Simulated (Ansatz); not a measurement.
Data:

SrF₂:
```
CELL_PARAMETERS angstrom
      0.00000     2.87911     2.87911
      2.87911     0.00000     2.87911
      2.87911     2.87911     0.00000
ATOMIC_POSITIONS crystal
  Sr 0.00000 0.00000 0.00000
  F  0.75000 0.75000 0.75000
  F  0.25000 0.25000 0.25000
```

This is the PBEsol-relaxed structure.

All from the program Ansatz at the PBEsol level (PAW), unless another level is named. Estimate the gap with spin–orbit coupling.

6.90 eV.

And the HSE06 gap on the PBEsol cell?

9.12 eV.

Give the weight of the conduction-edge state by species (Voronoi cells).

F 78 %, Sr 22 %.

And the weight of the valence-edge state by species (Voronoi cells)?

F 99 %.

Space group Fm-3m (fluorite). Symmetry was held in the PBEsol relaxation; phonons on a q-mesh show no instability. Spin–orbit coupling is left out wherever it is not named.

Potentials: the later of the program's two PAW sets.
